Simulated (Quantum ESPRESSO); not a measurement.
A run of Quantum ESPRESSO 7.5 is set up as follows.

File pw.in:

```
&CONTROL
  calculation = 'vc-relax'
  prefix = 'pwscf'
  outdir = './tmp'
  pseudo_dir = './pseudo'
  tprnfor = .true.
  tstress = .true.
  disk_io = 'low'
  nstep = 40
  forc_conv_thr = 0.0004
  etot_conv_thr = 1d-05
/
&SYSTEM
  ibrav = 0
  nat = 2
  ntyp = 2
  ecutwfc = 52
  ecutrho = 414
  nbnd = 13
  occupations = 'smearing'
  smearing = 'fd'
  degauss = 0.00367493
/
&ELECTRONS
  conv_thr = 4d-10
  electron_maxstep = 120
  mixing_beta = 0.5
/
&IONS
  ion_dynamics = 'bfgs'
/
&CELL
  cell_dynamics = 'bfgs'
  press = 20
  press_conv_thr = 0.3
/
ATOMIC_SPECIES
Au   196.9666 au_pbesol_v1.uspp.F.UPF
Al    26.9815 al_pbesol_v1.uspp.F.UPF
CELL_PARAMETERS angstrom
   3.2239420000    0.0000000000    0.0000000000
   0.0000000000    3.2239420000    0.0000000000
   0.0000000000    0.0000000000    3.2239420000
ATOMIC_POSITIONS angstrom
Au     1.6119710000    1.6119710000    1.6119710000
Al     0.0000000000    0.0000000000    0.0000000000
K_POINTS automatic
8 8 8 0 0 0
```

Potentials or basis: GBRV 1.5 PBEsol.

The run is started by

```sh
$ OMP_NUM_THREADS=1 mpirun -n 2 pw.x -nk 2 -in pw.in > pw.out
```

Predict the space group after relaxing (to 0.05 Å).

Pm-3m (No. 221).

Estimate the band gap on the k mesh.

none (metal or under the smearing width).

Final structure:
```
Au Al
1.0
     3.15831    0.00000    0.00000
     0.00000    3.15831    0.00000
     0.00000    0.00000    3.15831
Au Al
1 1
Cartesian
  1.5792 1.5792 1.5792
  0.0000 0.0000 0.0000
```

Spin-orbit coupling is left out, which matters for the levels of Au.
